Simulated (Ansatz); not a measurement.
**WSe2: a single-point run**

Aim: a sound single-point run of WSe2. The structure is shown as the input types it. The cell is built on a prototype (CdCl2 type) and needn't be the phase found in nature.

Computed with Ansatz 0.2.0 (density functional or hybrid calculation with the settings of its input, plane waves (as first typed), unless a step's input says otherwise).

4 further runs of the same task are left out: 2 for a known fault of the program, 2 that didn't finish.

### Step 1. The starting structure

It takes space group R-3m (No. 166, trigonal). The conventional cell has a = 3.287 Å, b = 3.287 Å, c = 19.492 Å, α = 90.00°, β = 90.00°, γ = 120.00°. W (site symmetry -3m) has 6 Se at 2.55 Å as nearest neighbours. Se (site symmetry 3m) is surrounded by 3 W at 2.55 Å.

As a file:

```
W Se
1.0
     1.64330    0.94876    6.49727
    -1.64330    0.94876    6.49727
     0.00000   -1.89752    6.49727
W Se
1 2
Direct
  0.00000 0.00000 0.00000
  0.24626 0.24626 0.24626
  0.75374 0.75374 0.75374
```

### Step 2. The run

File input.yaml:

```yaml
crystal:
  lattice:
    - [1.6433003395, 0.9487598934, 6.4972670243]
    - [-1.6433003395, 0.9487598934, 6.4972670243]
    - [0.0, -1.8975197868, 6.4972670243]
  atoms:
    - { symbol: W, position: [0.0, 0.0, 0.0] }
    - { symbol: Se, position: [0.2462563273, 0.2462563273, 0.2462563273] }
    - { symbol: Se, position: [0.7537436727, 0.7537436727, 0.7537436727] }
kpoints:
  mp_grid: { grid: [6, 6, 6] }
hamiltonian:
  xc: pbesol
scf:
  occupations: { method: cold, width: 1.5 }
  n_extra_bands: 4
output:
  forces: true
  stress: true
  eigenvalues: true
```

Started as:

```console
ansatz run input.yaml --threads 4 --pin off --max-ram 3686MiB --backend cpu --events-out ev --progress --plain --runs-dir out
```

**Question.** How will this run end, and is anything wrong with its input?

The run converged and reported no error. Convergence says nothing about whether the input makes sense.

In the input, scf.occupations.method is cold; scf.occupations.width is 1.5. The width is far wider than usual, so occupations near the Fermi level are blurred and the entropy term grows.

Run again and compare: set scf.occupations.method to fermi_dirac and scf.occupations.width to 0.02.
